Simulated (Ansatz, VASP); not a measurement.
**One calculation of CdTe, two programs**

INCAR

```
SYSTEM = CdTe
PREC = Accurate
ENCUT = 520
EDIFF = 1E-7
ISMEAR = -1
SIGMA = 0.02
LREAL = .False.
LASPH = .True.
NELM = 100
ALGO = Normal
ISIF = 2
LWAVE = .False.
LCHARG = .False.
GGA = PE
NBANDS = 26
```

The input KPOINTS:

```
regular mesh
0
Gamma
  6 6 4
  0 0 0
```

Contents of POSCAR:

```
CdTe
1.0
    4.8897281852      0.0000000000      0.0000000000
   -2.4448640926      4.2346288260      0.0000000000
    0.0000000000      0.0000000000      6.5532089091
Cd Te
2 2
Direct
    0.3333333333      0.6666666667      0.2500000000
    0.6666666667      0.3333333333      0.7500000000
    0.6666666667      0.3333333333      0.2500000000
    0.3333333333      0.6666666667      0.7500000000
```

Input for Ansatz:

```yaml
crystal:
  lattice:
    - [4.8897281852, 0.0, 0.0]
    - [-2.4448640926, 4.234628826, 0.0]
    - [0.0, 0.0, 6.5532089091]
  atoms:
    - { symbol: Cd, position: [0.3333333333, 0.6666666667, 0.25] }
    - { symbol: Cd, position: [0.6666666667, 0.3333333333, 0.75] }
    - { symbol: Te, position: [0.6666666667, 0.3333333333, 0.25] }
    - { symbol: Te, position: [0.3333333333, 0.6666666667, 0.75] }
kpoints:
  mp_grid: { grid: [6, 6, 4] }
hamiltonian:
  xc: pbe
scf:
  occupations: { method: fermi_dirac, width: 0.02 }
  n_extra_bands: 5
output:
  forces: true
  stress: true
  eigenvalues: true
```

Alike in both runs: task single point; functional PBE; k mesh 6 × 6 × 4; occupations fermi-dirac, width 0.02 eV; no spin polarisation.

|  | VASP | Ansatz |
| --- | --- | --- |
| version | VASP 6.6.1 | Ansatz 0.2.0 |
| potentials or method | VASP PAW PBE potentials, release 64 (Cd, Te) | plane waves, PAW |
| plane-wave cutoff (eV) | 520 | 420 |
| valence electrons in the cell | 36 | 72 |

```tsv
	VASP	Ansatz	Ansatz less VASP
pressure (GPa)	1.3	1.2	-0.14
largest component of the traceless stress (GPa)	0.35	0.30	-0.049
```

The two sets of potentials don't hold the same shells in valence.

The runs have no spin-orbit coupling, so splittings on Te are missing.
